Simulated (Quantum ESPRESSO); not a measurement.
La:

```
CELL_PARAMETERS angstrom
0.00000 2.64550 2.64550
2.64550 0.00000 2.64550
2.64550 2.64550 0.00000
ATOMIC_POSITIONS crystal
La 0.00000 0.00000 0.00000
```

This isn't the form of La at room conditions, which is double hcp.

```yaml
Program: Quantum ESPRESSO 7.5
Task: single point
Functional: PBE
Potentials_or_basis: SSSP 1.3 efficiency PBE
Cutoff: 748 eV
Density_cutoff: 5987 eV
k_mesh: 9 × 9 × 9
Occupations: fermi-dirac, width 0.05 eV
Spin: no spin polarisation
```

On this cell: pressure 0.1 GPa; band gap on the k mesh none (metal or under the smearing width).

The same run follows on a disturbed copy (cell strained at random at fixed volume):

```
La
1.0
     0.01085    2.62813    2.63954
     2.65598   -0.01079    2.66119
     2.64661    2.64040   -0.00142
La
1
Direct
  0.99883 0.00210 0.99779
```

What changes?

The energy (extrapolated to zero smearing) moves by +0.2 meV/atom; pressure 0.1 GPa; band gap on the k mesh none (metal or under the smearing width).

Stress tensor (GPa, compression positive):
```
 0.05  0.00 -0.10
 0.00  0.09  0.12
-0.10  0.12  0.02
```
